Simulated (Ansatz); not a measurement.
# Co under changes of volume

One of the cells (10.886 Å³/atom); the others are scaled copies at fixed shape and fractional positions:

```
Co
1.0
     2.48736    0.00000    0.00000
    -1.24368    2.15412    0.00000
     0.00000    0.00000    4.06329
Co
2
Cartesian
  0.0000 1.4361 3.0074
  1.2437 0.7180 1.0559
```

```yaml
Program: Ansatz 0.2.0
Functional: PBE
Potentials_or_basis: all-electron LAPW, scalar-relativistic
Cutoff: 353 eV (chosen from the basis error)
Basis_error_allowed: 0.0005 eV/atom
k_mesh: 12 × 12 × 7
Occupations: fermi-dirac, width 0.05 eV
Spin: collinear spin, ferromagnetic start
Starting_moments: "[2.0, 2.0] μB"
```

```csv
volume (Å³/atom),energy over the lowest point (meV/atom),pressure (GPa),moment (μB per cell),largest force (eV/Å)
10.233,31.78,15.6,3.13,0.723
10.450,14.35,10.1,3.19,0.637
10.668,3.96,5.1,3.24,0.559
10.886,0.00,0.7,3.27,0.489
11.103,?,?,?,?
11.321,8.71,-6.9,3.34,0.367
11.539,20.43,-10.2,3.36,0.314
```

Question: What does the run at 11.103 Å³/atom give?

Answer: Energy over the lowest point 1.75 meV/atom; pressure -3.3 GPa; moment 3.31 μB per cell; largest force 0.425 eV/Å.

Worked out: A Birch-Murnaghan fit of order 3 (a polynomial in V^(-2/3)) to the other rows has its minimum at 10.92 Å³/atom with B0 = V·E''(V) = 209 GPa and B' = 4.2 at fixed shape and positions, which overstates the stiffness. It gives 1.75 meV/atom at 11.103 Å³/atom, against the run's 1.75, and -dE/dV = -3.3 GPa, against -3.3. A parabola through the other rows of the moment, of slope 0.143 μB per Å³/atom there, gives 3.31 μB, against the run's 3.31.

Energies are extrapolated to zero smearing.
